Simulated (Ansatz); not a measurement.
Predict the output of the script below (the Python package of Ansatz (0.2.0)).

`ddh_hfo2.py`:
```python
import warnings

import ansatz as az
import numpy as np


def count_gap(report):
    # lowest empty less highest filled band, counting bands; zero where they overlap
    return max(report.get("gap_by_band_count_ev") or 0.0, 0.0)

warnings.simplefilter("ignore", az.DeckWarning)

cell = (
    az.Lattice.fcc(5.115)
    .space_group(225)
    .atom("Hf", [0.0, 0.0, 0.0])
    .atom("O", [0.25, 0.75, 0.75])
    .primitive()
)

base = cell.calculation()
base = base.basis(380)
base = base.kpoints(3)
base = base.mixing("broyden", ndim=4, beta=0.4).scf(tolerance=1e-05, extra_bands=16)
base = base.occupations("fixed").band_table()
semilocal = base.functional("pbesol").run(threads=1).report
hybrid = base.functional(exchange="pbesol", correlation="pbesol", exact_fraction="inverse_dielectric").run(threads=1).report
alpha = hybrid["hybrid"]["exact_exchange_fraction"]
print(f"fraction of exact exchange {alpha:.4f}, so eps_inf = {1 / alpha:.2f}")
print(f"gap by band count: {count_gap(semilocal):.3f} eV semilocal, {count_gap(hybrid):.3f} eV hybrid")
```

`python ddh_hfo2.py` gives:
```text
fraction of exact exchange 0.1849, so eps_inf = 5.41
gap by band count: 4.322 eV semilocal, 6.151 eV hybrid
```

The fraction is 0.1849, one over a mean dielectric constant (a third of the trace) of 5.41. It opens the gap from 4.322 to 6.151 eV, by 1.83 eV.

What to keep in mind:
- These settings explore the input space; cutoff and mesh may be short of convergence.
- The cutoff lies under the one recommended for these potentials.
- Spin is left out of this run.
- Along an axis with an odd division the mesh misses the point at one half; a gap read on a finite mesh is an upper bound on this functional's gap.
- Energy and stress may still move on a finer k-point mesh.
- This is a high-temperature or high-pressure form, not the ambient phase.
- The structure is a deposited one; some such entries were measured under pressure or heat, so a shift against it needn't be the functional's error alone.
- Levels are Kohn-Sham eigenvalues on this mesh, without spin-orbit coupling.
- The gaps are those of a coarse mesh; the run finds the dielectric constant of the semilocal functional on meshes of its own.
- The script silences the warnings on its input, which a real study should read.
- The whole script took 66 s on 1 thread of Arm Neoverse V1, with other jobs on the host, peak memory 0.72 GiB.
